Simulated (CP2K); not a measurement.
As:

```
As
1.0
     4.56640    0.00000    0.00000
    -2.28320    3.95462    0.00000
     0.00000    0.00000    2.83374
As
2
Direct
  0.33333 0.66667 0.00000
  0.66667 0.33333 0.00000
```

The cell was built by a generator and needn't be a form met in nature.

Base run:

| Property | Result |
| --- | --- |
| Program | CP2K 2026.2 |
| Functional | RPBE |
| Potentials or basis | POTENTIAL_UZH As GTH-PBE-q5; TZVP-MOLOPT-PBE-GTH basis |
| Density cutoff | 9184 eV |
| k mesh | 7 × 7 × 9 |
| Occupations | fermi-dirac, width 0.05 eV |
| Spin | no spin polarisation |

Its results: band gap on the k mesh none (metal or under the smearing width); pressure 0.9 GPa.

Q: After a change of settings the same cell gave: band gap on the k mesh none (metal or under the smearing width); pressure -1.3 GPa. Which change was it?
A. functional from RPBE to BLYP
B. functional from RPBE to PBEsol
C. functional from RPBE to rev-vdW-DF2
D. functional from RPBE to MS2

A: B.

PBEsol binds more tightly than RPBE, so the same cell stands under less pressure.

Caveats: the potentials were made for another functional, which shifts forces and pressure; the basis of atomic orbitals isn't converged, which shifts pressures, moduli and gaps.

Runs at the PBE level aren't shown here.
